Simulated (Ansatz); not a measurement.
Si:

```xyz
2
Lattice="4.1209 0.0000 0.0000 -2.0605 3.5688 0.0000 0.0000 0.0000 2.6548" Properties=species:S:1:pos:R:3 pbc="T T T"
Si    0.0000    2.3792    1.3274
Si    2.0605    1.1896    1.3274
```

The cell was built by a generator and needn't be a form met in nature.

* Program: Ansatz 0.2.0
* Task: relaxation of cell and atoms
* Functional: LDA
* Potentials or basis: Ansatz PAW
* Cutoff: 420 eV (not typed: the program's choice for these potentials)
* k mesh: 8 × 8 × 10
* Occupations: fermi-dirac, width 0.05 eV
* Spin: no spin polarisation

At the start: volume 19.52 Å³/atom.

**Question.** How do energy, volume and symmetry change on relaxing?

**Answer.** It ends after 5 steps and the volume is 18.79 Å³/atom (-3.8 %); space group P6/mmm (No. 191, to 0.05 Å).

The path:
```tsv
step	energy change (eV)	largest force (eV/Å)	volume (Å³)
1	0.0000	0.0000	39.04
2	-0.0145	0.0000	37.79
3	-0.0156	0.0000	37.58
4	-0.0157	0.0000	37.57
5	-0.0154	0.0000	37.57
```

Final structure:
```xyz
2
Lattice="4.0729 0.0000 0.0000 -2.0365 3.5273 0.0000 0.0000 0.0000 2.6152" Properties=species:S:1:pos:R:3 pbc="T T T"
Si    0.0000    2.3515    1.3076
Si    2.0365    1.1758    1.3076
```

Caveat: the plane-wave basis is chosen anew once the cell has moved, so the energies of steps on either side of that aren't comparable; the PAW data sets come from PBE, with cores solved anew for the run's functional, which leaves a small shift of forces and pressure.
